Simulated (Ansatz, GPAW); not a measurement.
# P: 3 runs at one level of theory

```
CELL_PARAMETERS angstrom
1.72573 0.99635 3.12968
-1.72573 0.99635 3.12968
0.00000 -1.99270 3.12968
ATOMIC_POSITIONS crystal
P 0.74155 0.82458 0.72192
P 0.24455 0.25874 0.21819
```

This isn't the form of P at room conditions, which is orthorhombic.

Alike in all runs: task band structure; functional PBEsol; k mesh 9 × 9 × 9; occupations gaussian, width 0.05 eV; no spin polarisation; no spin-orbit coupling. Pressure is positive in compression and, in plane waves, holds the error of the finite cutoff, which Ansatz's Pulay term estimates and takes out.

| program and potentials | plane-wave cutoff (eV) | notes | pressure (GPa) | largest force (eV/Å) |
| --- | --- | --- | --- | --- |
| Ansatz, Ansatz PAW | 420 | potentials made for PBE, which Ansatz adapts in part; Pulay term of +0.03 GPa included | -7.95 | 0.823 |
| GPAW, PAW data sets generated for this functional | 600 | - | -7.67 | 0.811 |
| Ansatz, all-electron LAPW, scalar-relativistic | - | - | -7.91 | 0.829 |

Force on atom 1 (P), eV/Å:

```tsv
program and potentials	x	y	z
Ansatz, Ansatz PAW	0.000	0.029	0.823
GPAW, PAW data sets generated for this functional	0.007	0.026	0.810
Ansatz, all-electron LAPW, scalar-relativistic	-0.002	0.030	0.829
```

The pressure spans -7.95 (Ansatz, Ansatz PAW) to -7.67 GPa (GPAW, PAW data sets generated for this functional), with all-electron results at -7.91. The atoms of the given cell lie far from their minimum at this level.

Differences between rows come from potentials, basis sets and numerical settings, since the functional is the same but for its coding. Runs on potential files found faulty are left out.
